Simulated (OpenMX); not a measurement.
Set up this calculation in OpenMX 3.8.5, as the native input.

- Task: single point
- Functional: PBE
- Potentials or basis: OpenMX 2013 PBE set, Zn6.0H-s3p2d2, S7.0-s2p2d1f1, grid cutoff 500 Ry
- k mesh: 9 × 9 × 3
- Occupations: fermi-dirac, width 0.05 eV
- Spin: no spin polarisation
- Mixing scheme: rmm-diisk
- SCF threshold: 1e-08 Ha
- Solver: band
- Max SCF cycles: 100

ZnS (Wurtzite-6H):

```
CELL_PARAMETERS angstrom
3.81200 0.00000 0.00000
-1.90600 3.30129 0.00000
0.00000 0.00000 18.68999
ATOMIC_POSITIONS crystal
Zn 0.33333 0.66667 0.83333
Zn 0.66667 0.33333 0.33333
Zn 0.66667 0.33333 0.66667
Zn 0.33333 0.66667 0.16667
Zn 0.00000 0.00000 0.50000
Zn 0.00000 0.00000 0.00000
S 0.33333 0.66667 0.95833
S 0.66667 0.33333 0.45833
S 0.66667 0.33333 0.79167
S 0.33333 0.66667 0.29167
S 0.00000 0.00000 0.62500
S 0.00000 0.00000 0.12500
```

The input as run:

ZnS.dat

```
System.CurrrentDirectory             ./
System.Name                          ZnS
DATA.PATH                            ./DFT_DATA13
level.of.stdout                      1
level.of.fileout                     1
Species.Number                       2
<Definition.of.Atomic.Species
  Zn  Zn6.0H-s3p2d2          Zn_PBE13H
  S   S7.0-s2p2d1f1          S_PBE13
Definition.of.Atomic.Species>

Atoms.Number                         12
Atoms.SpeciesAndCoordinates.Unit     FRAC
<Atoms.SpeciesAndCoordinates
    1  Zn    0.3333333333    0.6666666667    0.8333300000  10.000 10.000
    2  Zn    0.6666666667    0.3333333333    0.3333300000  10.000 10.000
    3  Zn    0.6666666667    0.3333333333    0.6666700000  10.000 10.000
    4  Zn    0.3333333333    0.6666666667    0.1666700000  10.000 10.000
    5  Zn    0.0000000000    0.0000000000    0.5000000000  10.000 10.000
    6  Zn    0.0000000000    0.0000000000    0.0000000000  10.000 10.000
    7  S     0.3333333333    0.6666666667    0.9583300000   3.000  3.000
    8  S     0.6666666667    0.3333333333    0.4583300000   3.000  3.000
    9  S     0.6666666667    0.3333333333    0.7916700000   3.000  3.000
   10  S     0.3333333333    0.6666666667    0.2916700000   3.000  3.000
   11  S     0.0000000000    0.0000000000    0.6250000000   3.000  3.000
   12  S     0.0000000000    0.0000000000    0.1250000000   3.000  3.000
Atoms.SpeciesAndCoordinates>

Atoms.UnitVectors.Unit               Ang
<Atoms.UnitVectors
     3.8120000000    0.0000000000    0.0000000000
    -1.9060000000    3.3012888392    0.0000000000
     0.0000000000    0.0000000000   18.6899900000
Atoms.UnitVectors>

scf.XcType                           GGA-PBE
scf.SpinPolarization                 off
scf.ElectronicTemperature            580.226
scf.energycutoff                     500.0
scf.maxIter                          100
scf.EigenvalueSolver                 band
scf.Kgrid                            9 9 3
scf.Mixing.Type                      rmm-diisk
scf.Init.Mixing.Weight               0.05
scf.Min.Mixing.Weight                0.001
scf.Max.Mixing.Weight                0.3
scf.Mixing.History                   25
scf.Mixing.StartPulay                8
scf.criterion                        1.0e-8
scf.stress.tensor                    on
MD.Type                              nomd
```

Potentials or basis: OpenMX 2013 PBE set, Zn6.0H-s3p2d2, S7.0-s2p2d1f1, grid cutoff 500 Ry.

Launch:

```sh
$ openmx ZnS.dat -nt 1 > ZnS.std
```

Results of the run:

- Pressure: 5.4 GPa
- Largest force: 0.023 eV/Å
- Band gap on the k mesh: 2.40 eV, direct
- Mulliken charges: Zn +0.24; S -0.24 e

Caveat: Mulliken charges move with the basis; an odd mesh through Γ misses points on the zone boundary, where band edges often lie; the cell's inner coordinates are idealised or old, which leaves forces on the atoms; the basis of atomic orbitals isn't converged, which shifts pressures, moduli and gaps.

Wall time 22 min on 1 thread of Intel(R) Xeon(R) Platinum 8259CL CPU @ 2.50GHz (Skylake/Cascade Lake), with other jobs on the host, peak memory 2.6 GiB.
